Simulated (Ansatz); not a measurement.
## Rocksalt alloy of MgO and ZnO (4 of 64 Mg sites exchanged), 128 atoms

Ansatz, PAW, plane waves. PBEsol relaxation of volume and atoms (shape held) at the single k point (½, ½, ½); single points on the relaxed atoms at the Γ point alone, onto which points of the small cell's zone fold. Arrangement: quasirandom. No spin–orbit coupling unless named.

Relaxed structure:

```cif
data_structure
_symmetry_space_group_name_H-M 'P 1'
_symmetry_Int_Tables_number 1
_cell_length_a 11.9289
_cell_length_b 11.9289
_cell_length_c 11.9289
_cell_angle_alpha 60.000
_cell_angle_beta 60.000
_cell_angle_gamma 60.000
_cell_volume 1200.29
loop_
_atom_site_label
_atom_site_type_symbol
_atom_site_fract_x
_atom_site_fract_y
_atom_site_fract_z
_atom_site_occupancy
O1 O 0.37351 0.12659 0.12676 1
O2 O 0.87497 0.12516 0.12514 1
O3 O 0.12479 0.37527 0.37507 1
O4 O 0.37478 0.62498 0.12528 1
O5 O 0.37351 0.12651 0.62346 1
O6 O 0.62356 0.37671 0.37642 1
O7 O 0.87506 0.62495 0.12516 1
O8 O 0.87508 0.12519 0.62497 1
O9 O 0.12500 0.87490 0.37535 1
O10 O 0.12495 0.37532 0.87494 1
O11 O 0.37481 0.62515 0.62508 1
O12 O 0.62486 0.87488 0.37527 1
O13 O 0.62488 0.37528 0.87497 1
O14 O 0.87508 0.62499 0.62498 1
O15 O 0.12630 0.87355 0.87356 1
O16 O 0.62737 0.87265 0.87505 1
O17 O 0.12490 0.37530 0.12512 1
O18 O 0.37474 0.12525 0.37510 1
O19 O 0.62344 0.37660 0.12365 1
O20 O 0.87650 0.12377 0.37649 1
O21 O 0.12621 0.87362 0.12665 1
O22 O 0.12480 0.37529 0.62490 1
O23 O 0.37495 0.62499 0.37530 1
O24 O 0.62634 0.87365 0.12672 1
O25 O 0.37274 0.12747 0.87501 1
O26 O 0.62488 0.37536 0.62503 1
O27 O 0.87511 0.62482 0.37518 1
O28 O 0.87370 0.12647 0.87353 1
O29 O 0.12499 0.87501 0.62516 1
O30 O 0.37486 0.62498 0.87504 1
O31 O 0.62633 0.87352 0.62361 1
O32 O 0.87504 0.62506 0.87502 1
O33 O 0.12488 0.12510 0.37523 1
O34 O 0.37474 0.37530 0.12505 1
O35 O 0.62343 0.12360 0.37679 1
O36 O 0.87641 0.37665 0.12375 1
O37 O 0.12481 0.62490 0.37533 1
O38 O 0.37367 0.87387 0.12626 1
O39 O 0.12673 0.12645 0.87357 1
O40 O 0.37502 0.37495 0.62510 1
O41 O 0.62480 0.62500 0.37533 1
O42 O 0.87365 0.87354 0.12645 1
O43 O 0.62622 0.12644 0.87379 1
O44 O 0.87500 0.37531 0.62489 1
O45 O 0.12501 0.62514 0.87497 1
O46 O 0.37496 0.87509 0.62514 1
O47 O 0.62481 0.62544 0.87487 1
O48 O 0.87477 0.87508 0.62521 1
O49 O 0.12487 0.12510 0.12511 1
O50 O 0.62521 0.12501 0.12513 1
O51 O 0.12467 0.62532 0.12511 1
O52 O 0.12482 0.12503 0.62531 1
O53 O 0.37515 0.37505 0.37498 1
O54 O 0.62490 0.62511 0.12518 1
O55 O 0.62642 0.12659 0.62351 1
O56 O 0.87492 0.37513 0.37494 1
O57 O 0.12499 0.62504 0.62512 1
O58 O 0.37498 0.87520 0.37489 1
O59 O 0.37492 0.37489 0.87518 1
O60 O 0.62492 0.62498 0.62508 1
O61 O 0.87496 0.87543 0.37469 1
O62 O 0.87501 0.37478 0.87539 1
O63 O 0.37318 0.87382 0.87660 1
O64 O 0.87482 0.87525 0.87528 1
Zn1 Zn 0.00080 0.99908 0.99930 1
Zn2 Zn 0.49981 0.99996 0.00058 1
Zn3 Zn 0.74908 0.25098 0.25103 1
Zn4 Zn 0.49983 0.00016 0.74970 1
Mg1 Mg 0.00054 0.50066 0.99937 1
Mg2 Mg 0.00044 0.99960 0.50074 1
Mg3 Mg 0.24932 0.25067 0.25074 1
Mg4 Mg 0.49939 0.50077 0.99940 1
Mg5 Mg 0.49932 0.99956 0.50084 1
Mg6 Mg 0.99994 0.50008 0.50019 1
Mg7 Mg 0.24989 0.74894 0.25132 1
Mg8 Mg 0.25017 0.25110 0.74890 1
Mg9 Mg 0.49934 0.50063 0.50079 1
Mg10 Mg 0.74984 0.74900 0.25128 1
Mg11 Mg 0.74996 0.25127 0.74894 1
Mg12 Mg 0.25049 0.74958 0.74951 1
Mg13 Mg 0.75022 0.74982 0.74948 1
Mg14 Mg 0.99979 0.00032 0.24983 1
Mg15 Mg 0.24960 0.25039 0.00071 1
Mg16 Mg 0.50006 0.00015 0.24986 1
Mg17 Mg 0.75025 0.24982 0.00039 1
Mg18 Mg 0.99997 0.50010 0.24991 1
Mg19 Mg 0.24906 0.74967 0.00091 1
Mg20 Mg 0.99982 0.00016 0.75027 1
Mg21 Mg 0.24937 0.25066 0.49951 1
Mg22 Mg 0.50022 0.49995 0.24993 1
Mg23 Mg 0.75024 0.74976 0.00079 1
Mg24 Mg 0.75067 0.25056 0.49929 1
Mg25 Mg 0.99995 0.50000 0.75017 1
Mg26 Mg 0.24983 0.75014 0.50004 1
Mg27 Mg 0.50002 0.49988 0.75024 1
Mg28 Mg 0.75043 0.74970 0.49939 1
Mg29 Mg 0.99982 0.24984 0.00035 1
Mg30 Mg 0.25005 0.00020 0.24987 1
Mg31 Mg 0.49998 0.24980 0.00017 1
Mg32 Mg 0.75018 0.00040 0.24986 1
Mg33 Mg 0.99974 0.75043 0.00009 1
Mg34 Mg 0.99987 0.24988 0.50024 1
Mg35 Mg 0.25009 0.50010 0.25004 1
Mg36 Mg 0.49982 0.75081 0.99976 1
Mg37 Mg 0.24996 0.00020 0.75029 1
Mg38 Mg 0.50016 0.24972 0.50010 1
Mg39 Mg 0.75006 0.49988 0.24993 1
Mg40 Mg 0.74923 0.00019 0.75045 1
Mg41 Mg 0.99984 0.75025 0.50011 1
Mg42 Mg 0.24986 0.49988 0.75025 1
Mg43 Mg 0.50002 0.75026 0.49993 1
Mg44 Mg 0.74985 0.50012 0.75024 1
Mg45 Mg 0.25021 0.00018 0.99971 1
Mg46 Mg 0.74994 0.00015 0.00009 1
Mg47 Mg 0.99974 0.24996 0.25007 1
Mg48 Mg 0.25002 0.49997 0.00010 1
Mg49 Mg 0.24998 0.00023 0.49999 1
Mg50 Mg 0.50020 0.25006 0.25004 1
Mg51 Mg 0.74994 0.49990 0.00029 1
Mg52 Mg 0.74979 0.00038 0.50006 1
Mg53 Mg 0.99990 0.75051 0.24982 1
Mg54 Mg 0.99992 0.24968 0.75057 1
Mg55 Mg 0.25000 0.50001 0.50011 1
Mg56 Mg 0.49994 0.75032 0.24985 1
Mg57 Mg 0.50003 0.24926 0.75049 1
Mg58 Mg 0.74985 0.50000 0.50023 1
Mg59 Mg 0.99971 0.75019 0.75014 1
Mg60 Mg 0.49993 0.75039 0.75007 1
```

(1) What are the mean bond lengths by pair (pairs within 1.2 times the sum of covalent radii, less contacts 15 % beyond the pair's median; cation–cation pairs of compounds aside; long ionic contacts are cut short by that bound)?

(2) What gap lies between the top filled and the lowest empty level in the single points?

Answers

(1) Mg–O 2.107 ± 0.005 Å (standard deviation, 360 bonds); O–Zn 2.131 ± 0.005 Å (standard deviation, 24 bonds).

(2) HSE06 5.95 eV (43 s on NVIDIA GB300).
